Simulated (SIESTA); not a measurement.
# ZnSe (Stilleite) under changes of volume

One of the cells (23.212 Å³/atom); the others are scaled copies at fixed shape and fractional positions:

```
Se Zn
1.0
     0.00000    2.85257    2.85257
     2.85257    0.00000    2.85257
     2.85257    2.85257    0.00000
Se Zn
1 1
Direct
  0.75000 0.75000 0.75000
  0.00000 0.00000 0.00000
```

```yaml
Program: SIESTA 5.4.2
Functional: PBE
Potentials_or_basis: PseudoDojo 0.4 standard (PBE files)
Basis: DZP (energy shift 0.003 Ry; two zetas on semicore shells)
Grid_cutoff: 800 Ry
Energy_shift: 0.003 Ry
k_mesh: 8 × 8 × 8
Occupations: fermi-dirac, width 0.05 eV
Spin: no spin polarisation
```

```csv
volume (Å³/atom),energy over the lowest point (meV/atom),pressure (GPa),gap on the mesh (eV)
21.391,48.63,7.7,1.94
21.846,?,?,?
22.301,15.46,4.1,1.70
23.212,1.44,1.0,1.48
23.667,0.00,0.0,1.38
24.122,1.66,-1.1,1.29
```

What does the run at 21.846 Å³/atom give?

Energy over the lowest point 29.47 meV/atom; pressure 5.8 GPa; gap on the mesh 1.82 eV.

Worked out: A Birch-Murnaghan fit of order 3 (a polynomial in V^(-2/3)) to the other rows has its minimum at 23.64 Å³/atom with B0 = V·E''(V) = 56 GPa and B' = 6.9. It gives 29.29 meV/atom at 21.846 Å³/atom, against the run's 29.47, and -dE/dV = 5.8 GPa, against 5.8. A straight line through the other rows of the gap, of slope -5.44 eV per unit of ln V (its deformation potential), gives 1.82 eV, against the run's 1.82.

Energies are extrapolated to zero smearing.

Caveats: short orbitals over semicore shells can move pressures by several GPa; the valence orbitals were made in a potential fitted to the semicore shell under them, which widens gaps by tenths of an eV or more; the basis of atomic orbitals isn't converged, which shifts pressures, moduli and gaps.

A mesh can miss the band edges. Spin-orbit coupling on Se is left out.
